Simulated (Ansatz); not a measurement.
# ZrN: the cell at several levels of theory

How does the equilibrium cell of the known phase of ZrN (Fm-3m) with 2 atoms a cell depend on the functional? It is relaxed with PBE, r2SCAN, PBEsol, LDA and HSE06.

The COD entry's cell or inner coordinates are ideal or old and differ from later refinements, so a difference from it is no clean test against experiment.

Program: Ansatz 0.2.0. PAW datasets, plane waves, zero pressure. (Simulation; spin polarisation is off.)

6 further runs of the same task are left out: 6 set aside as unsound or not needed.

**1. The structure to begin with**

The symmetry is Fm-3m (No. 225, cubic); a = 4.600 Å in the conventional setting, 12.17 Å³ an atom. Zr has 6 N at 2.30 Å; N has 6 Zr at 2.30 Å.

The structure in full:

Space group Fm-3m (No. 225). a = 4.600 Å, b = 4.600 Å, c = 4.600 Å, α = 90.00°, β = 90.00°, γ = 90.00°
```
atom  site  symmetry       x       y       z
  Zr    4b      m-3m  0.5000  0.0000  0.0000
   N    4a      m-3m  0.0000  0.0000  0.0000
```

**2. Relaxation with PBE**

input.yaml reads:

```yaml
crystal:
  lattice:
    - [0.0, 2.3, 2.3]
    - [2.3, 0.0, 2.3]
    - [2.3, 2.3, 0.0]
  atoms:
    - { symbol: Zr, position: [0.5, 0.5, 0.5] }
    - { symbol: "N", position: [0.0, 0.0, 0.0] }
kpoints:
  mp_grid: { grid: [8, 8, 8] }
hamiltonian:
  xc: pbe
scf:
  occupations: { method: fermi_dirac, width: 0.02 }
relax:
  f_tol: 0.005
  cell: {}
```

Launch:

```bash
> ansatz run input.yaml --threads 1 --pin off --max-ram 2304MiB --backend cpu --events-out ev --progress --plain --runs-dir out
```

Further steps of the session: Relaxing with r2SCAN; PBEsol: cell and atoms; LDA: cell and atoms; Relaxation with HSE06.

**Question.** What will these runs give? Wanted: for each run, a; volume; space group; SCF geometries.

The runs gave:

```
 level  a (Å)  volume (Å³/atom)  space group  SCF geometries
   PBE  4.596            12.136        Fm-3m               4
r2SCAN  4.587            12.067        Fm-3m               4
PBEsol  4.554            11.802        Fm-3m               7
   LDA  4.526            11.588        Fm-3m               7
 HSE06  4.561            11.857        Fm-3m               5
```

What this shows: From the start to the first minimum the volume moved by -0.3 %. The volume runs from LDA (least) to PBE (most), a spread of 4.7 %, or 1.6 % in length if all axes shared it alike. The meshes differ: PBE 8×8×8, r2SCAN 8×8×8, PBEsol 8×8×8, LDA 8×8×8, HSE06 6×6×6.
